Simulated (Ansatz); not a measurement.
## I in Ansatz: the effect of functional

The system is I.

```xyz
1
Lattice="0.0000 2.3656 3.9098 2.1922 0.0000 3.9098 2.1922 2.3656 0.0000" Properties=species:S:1:pos:R:3 pbc="T T T"
I     0.0000    0.0000    0.0000
```

Alike in all runs:

| Property | Result |
| --- | --- |
| Program | Ansatz 0.2.0 |
| Potentials or basis | Ansatz PAW |
| k mesh | 5 × 5 × 5 |
| Occupations | fermi-dirac, width 0.05 eV |
| Spin | no spin polarisation |

| functional | cutoff | pressure (GPa) |
| --- | --- | --- |
| LDA | 420 eV (not typed: the program's choice for these potentials) | -2.3 |
| PBEsol | 420 eV (not typed: the program's choice for these potentials) | -1.4 |
| r2SCAN | 500 eV (not typed: the program's choice for these potentials) | ? |
| HSE06 | 420 eV (not typed: the program's choice for these potentials) | -0.8 |
| PBE0 | 420 eV (not typed: the program's choice for these potentials) | -1.0 |
| r2SCAN0 | 500 eV (not typed: the program's choice for these potentials) | -1.2 |

Problem. What does the run with functional r2SCAN give?

Solution. Pressure 0.0 GPa.

Caveats: all runs use coarse meshes; an odd number of electrons without spin polarisation forces a metal; a magnetic or distorted state may lie lower; the PAW data sets come from PBE, with cores solved anew for the run's functional, which leaves a small shift of forces and pressure; the thresholds are loose for stress (some runs).
